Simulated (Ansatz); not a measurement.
CsBr:
```
CELL_PARAMETERS angstrom
      4.24215     0.00000     0.00000
      0.00000     4.24215     0.00000
      0.00000     0.00000     4.24215
ATOMIC_POSITIONS crystal
  Cs 0.00000 0.00000 0.00000
  Br 0.50000 0.50000 0.50000
```

Relaxed with PBEsol. Special points in fractions of this cell's reciprocal vectors: Γ (0.000, 0.000, 0.000); X (0.000, 0.500, 0.000); M (0.500, 0.500, 0.000); R (0.500, 0.500, 0.500).

List the band energies nearest the valence-band maximum at these points for the program Ansatz at the PBEsol level (PAW).

In eV from the valence-band maximum; about four levels below and three above (degenerate sets whole), none deeper than 8.9 eV; points with the same levels are listed once.

```
k                                below                above
-  -----------------------------------  -------------------
Γ     -6.27 -6.27 -6.27 0.00 0.00 0.00       4.45 4.77 4.77
X        -6.14 -6.14 -1.44 -0.24 -0.24       5.84 7.36 7.78
M              -6.07 -0.60 -0.60 -0.02  5.16 5.40 7.19 7.19
R  -6.71 -6.71 -6.71 -1.29 -1.29 -1.29       8.41 8.41 8.41
```

Space group Pm-3m (CsCl type). The PBEsol relaxation kept the symmetry of its start. Spin–orbit coupling is left out wherever it is not named.

Potentials: the later of the program's two PAW sets.
